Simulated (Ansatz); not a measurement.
# HfB2: response to strain

Aim: deform HfB2 (equal xx and yy strain of +1 %) and compute stress, forces and field gradients with LAPW, PAW and all-electron datasets made for the crystal.

Computed with Ansatz 0.2.0 (DFT PBE, scalar-relativistic, unless a step's input says otherwise).

### 1 Starting point

Symmetry: P6/mmm, No. 191, hexagonal system. Conventional cell: a = 3.140 Å, b = 3.140 Å, c = 3.480 Å, α = 90.00°, β = 90.00°, γ = 120.00°. Around Hf (site symmetry 6/mmm) lie 12 B at 2.51 Å. B (site symmetry -6m2) has 3 B at 1.81 Å and 6 Hf at 2.51 Å as nearest neighbours.

As a file:

```xyz
3
Lattice="3.1400 0.0000 0.0000 -1.5700 2.7193 0.0000 0.0000 0.0000 3.4800" Properties=species:S:1:pos:R:3 pbc="T T T"
Hf    0.0000    0.0000    0.0000
B     0.0000    1.8129    1.7400
B     1.5700    0.9064    1.7400
```

Atoms are numbered in the order of the input: Hf1, B2, B3.

### 2 After the deformation

Space group P6/mmm before, P6/mmm after.

### 3 LAPW, all electrons

File input.yaml:

```yaml
crystal:
  lattice:
    - [3.1714001015, 0.0, 0.0]
    - [-1.5857000508, 2.7465130534, 0.0]
    - [0.0, 0.0, 3.48]
  atoms:
    - { symbol: Hf, position: [0.0, 0.0, 0.0] }
    - { symbol: B, position: [0.3333333333, 0.6666666667, 0.5] }
    - { symbol: B, position: [0.6666666667, 0.3333333333, 0.5] }
kpoints:
  mp_grid: { grid: [13, 13, 11] }
  band_path:
    path:
      - [0.0, 0.0, 0.0]
      - [0.5, 0.0, 0.0]
      - [0.3333333333, 0.3333333333, 0.0]
      - [0.0, 0.0, 0.0]
      - [0.0, 0.0, 0.5]
      - [0.5, 0.0, 0.5]
      - [0.3333333333, 0.3333333333, 0.5]
      - [0.0, 0.0, 0.5]
      - [0.5, 0.0, 0.5]
    npoints: 5
scf:
  occupations: { method: fermi_dirac, width: 0.05 }
hamiltonian:
  xc: pbe
  pseudopotentials: { kind: all_electron, lapw: { basis_error: 0.0005 } }
output:
  forces: true
  stress: true
  eigenvalues: true
```

Started as:

```
$ ansatz run input.yaml --threads 1 --pin off --max-ram 6144MiB --backend cpu --events-out ev --progress --plain --runs-dir out
```

### 4 Frozen-core PAW

File input.yaml:

```yaml
crystal:
  lattice:
    - [3.1714001015, 0.0, 0.0]
    - [-1.5857000508, 2.7465130534, 0.0]
    - [0.0, 0.0, 3.48]
  atoms:
    - { symbol: Hf, position: [0.0, 0.0, 0.0] }
    - { symbol: B, position: [0.3333333333, 0.6666666667, 0.5] }
    - { symbol: B, position: [0.6666666667, 0.3333333333, 0.5] }
kpoints:
  mp_grid: { grid: [13, 13, 11] }
scf:
  occupations: { method: fermi_dirac, width: 0.05 }
hamiltonian:
  xc: pbe
  pseudopotentials: { kind: paw }
output:
  forces: true
  stress: true
  eigenvalues: true
  efg: { contact_densities: true }
  write_density: true
  write_potential: true
  elf: true
  volumetric_format: npy
```

### 5 All-electron PAW on datasets made for the crystal

Edit input.yaml of step 4 so:

```diff
@@ -15,3 +15,3 @@
   xc: pbe
-  pseudopotentials: { kind: paw }
+  pseudopotentials: { kind: all_electron, datasets: crystal }
 output:
@@ -21,5 +21 @@
   efg: { contact_densities: true }
-  write_density: true
-  write_potential: true
-  elf: true
-  volumetric_format: npy
```

(Steps that only read results are left out.)

**Question.** What will these runs give? Wanted: pressure; largest shear or deviatoric stress.

The runs gave:

| quantity | value |
| --- | --- |
| pressure | LAPW -3.65, PAW -3.74, crystal datasets -3.65 GPa |
| largest shear or deviatoric stress (LAPW) | 2.73 GPa |

In words: The largest part of the stress beyond the pressure is 2.73 GPa in size, in the zz component; the atoms are carried along and not relaxed. No run of the undeformed cell stands beside it, so the pressure holds what the given cell had before the change. PAW: stress within 0.13 GPa of LAPW. Crystal datasets: stress within 0.01 GPa of LAPW. Spin-orbit coupling is left out, though the cell holds Hf; in elements this heavy it can shift bands and gaps by tenths of an eV.
